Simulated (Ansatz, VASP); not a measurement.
# Sr in VASP and in Ansatz

Contents of INCAR:

```
SYSTEM = Sr
PREC = Accurate
ENCUT = 520
EDIFF = 1E-7
ISMEAR = -1
SIGMA = 0.05
LREAL = .FALSE.
LASPH = .TRUE.
NELM = 100
ALGO = Normal
ISIF = 2
LWAVE = .FALSE.
LCHARG = .FALSE.
GGA = PS
NBANDS = 11
```

The input KPOINTS:

```
regular mesh
0
G
  8 8 8
  0 0 0
```

POSCAR

```
Sr
1.0
    0.0000000000      3.1020190703      3.1020190703
    3.1020190703      0.0000000000      3.1020190703
    3.1020190703      3.1020190703      0.0000000000
Sr
1
Direct
    0.0000000000      0.0000000000      0.0000000000
```

The input input.yaml:

```yaml
crystal:
  lattice:
    - [0.0, 3.1020190703, 3.1020190703]
    - [3.1020190703, 0.0, 3.1020190703]
    - [3.1020190703, 3.1020190703, 0.0]
  atoms:
    - { symbol: Sr, position: [0.0, 0.0, 0.0] }
hamiltonian:
  xc: pbesol
  pseudopotentials: { kind: paw }
kpoints:
  mp_grid: { grid: [8, 8, 8] }
scf:
  occupations: { method: fermi_dirac, width: 0.05 }
output:
  forces: true
  stress: true
  eigenvalues: true
```

Change from the starting cell: volume scaled by 1.06.

Alike in both runs: task single point; functional PBEsol; k mesh 8 × 8 × 8; occupations fermi-dirac, width 0.05 eV; no spin polarisation.

```csv
,VASP,Ansatz
version,VASP 6.6.1,Ansatz 0.2.0
potentials or method,"VASP PAW PBE potentials, release 64 (Sr_sv)",Ansatz PAW
plane-wave cutoff (eV),520,420
valence electrons in the cell,10,10
```

|  | VASP | Ansatz | Ansatz less VASP |
| --- | --- | --- | --- |
| gap on the k mesh at the Fermi level (eV) | none | none | - |
| pressure (GPa) | -1.4 | -1.4 | -0.01 |

A gap of «none» marks a metal or a gap that the smearing closes.

Caveats: the PAW data sets were made with another functional, which shifts forces and pressure a little (VASP); the PAW data sets come from PBE, with cores solved anew for the run's functional, which leaves a small shift of forces and pressure (Ansatz).
